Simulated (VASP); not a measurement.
**HfO2: relaxation of the atoms with LDA**

Crystal: HfO2.

```xyz
6
Lattice="3.5582 0.0000 0.0000 0.0000 3.5582 0.0000 0.0000 0.0000 5.1208" Properties=species:S:1:pos:R:3 pbc="T T T"
Hf    1.7791    1.7791    2.5604
Hf    0.0000    0.0000    0.0000
O     0.0000    1.7791    3.6160
O     1.7791    0.0000    4.0653
O     1.7791    0.0000    1.5048
O     0.0000    1.7791    1.0556
```

Measurements of this composition are mostly on another form, of space group No. 14.

The cell isn't the ideal one: a relaxed cell with its volume scaled by 1.03.

```
Program                : VASP 6.6.1
Task                   : relaxation of the atoms
Functional             : LDA
Potentials or basis    : VASP PAW LDA potentials, release 64 (Hf_pv, O)
Cutoff                 : 600 eV
k mesh                 : 6 × 6 × 4
Occupations            : fermi-dirac, width 0.05 eV
Spin                   : no spin polarisation
Further INCAR settings : ALGO = Normal; EDIFF = 1e-07; IBRION = 2; EDIFFG = -0.005; NSW = 60
```

```json
{
  "Energy gained by relaxing": "1.4 meV/atom",
  "Ionic steps": "4",
  "Pressure after relaxing": "-6.3 GPa",
  "Band gap on the k mesh": "4.49 eV, indirect (least direct gap 4.58 eV)"
}
```

Stress tensor (GPa, compression positive):
```
-7.04  0.00  0.00
 0.00 -7.04  0.00
 0.00  0.00 -4.86
```

Step by step:
```tsv
step	energy change (eV)	largest force (eV/Å)	pressure (GPa)
1	0.0000	0.1388	-7.78
2	-0.0033	0.1110	-7.47
3	-0.0085	0.0155	-6.48
4	-0.0086	0.0010	-6.31
```

Final structure:
```cif
data_structure
_symmetry_space_group_name_H-M 'P 1'
_symmetry_Int_Tables_number 1
_cell_length_a 3.5582
_cell_length_b 3.5582
_cell_length_c 5.1208
_cell_angle_alpha 90.000
_cell_angle_beta 90.000
_cell_angle_gamma 90.000
_cell_volume 64.83
loop_
_atom_site_label
_atom_site_type_symbol
_atom_site_fract_x
_atom_site_fract_y
_atom_site_fract_z
_atom_site_occupancy
Hf1 Hf 0.50000 0.50000 0.50000 1
Hf2 Hf 0.00000 0.00000 0.00000 1
O1 O 0.00000 0.50000 0.70027 1
O2 O 0.50000 0.00000 0.79973 1
O3 O 0.50000 0.00000 0.29974 1
O4 O 0.00000 0.50000 0.20027 1
```

Levels at points of the mesh, in eV from the valence-band top:
| k point | band 19 | band 20 | band 21 | band 22 | band 23 | band 24 | band 25 | band 26 |
| --- | --- | --- | --- | --- | --- | --- | --- | --- |
| (0.00, 0.00, 0.00) | -0.60 | -0.14 | -0.14 | -0.09 | 4.49 | 4.50 | 5.73 | 6.05 |
| (0.50, 0.00, 0.00) | -1.49 | -1.49 | -0.12 | -0.12 | 4.92 | 4.92 | 6.01 | 6.01 |
| (0.50, 0.50, 0.00) | -0.81 | -0.81 | -0.51 | -0.51 | 5.49 | 5.49 | 6.02 | 6.02 |
| (0.00, 0.00, 0.50) | -0.61 | -0.61 | -0.05 | -0.05 | 5.19 | 5.19 | 5.51 | 5.51 |
| (0.50, 0.00, 0.50) | -1.43 | -1.43 | -1.03 | -1.03 | 5.09 | 5.09 | 5.45 | 5.45 |
| (0.50, 0.50, 0.50) | -1.46 | -1.46 | -0.07 | -0.07 | 5.80 | 5.80 | 6.13 | 6.13 |

It took 22 s on 8 MPI ranks on AMD EPYC 7R13 Processor (Zen 3), with other jobs on the host, peak memory 0.19 GiB a rank.

Caveat: spin-orbit coupling is left out, which moves the levels of the heavy elements. A k mesh can miss the band edges.
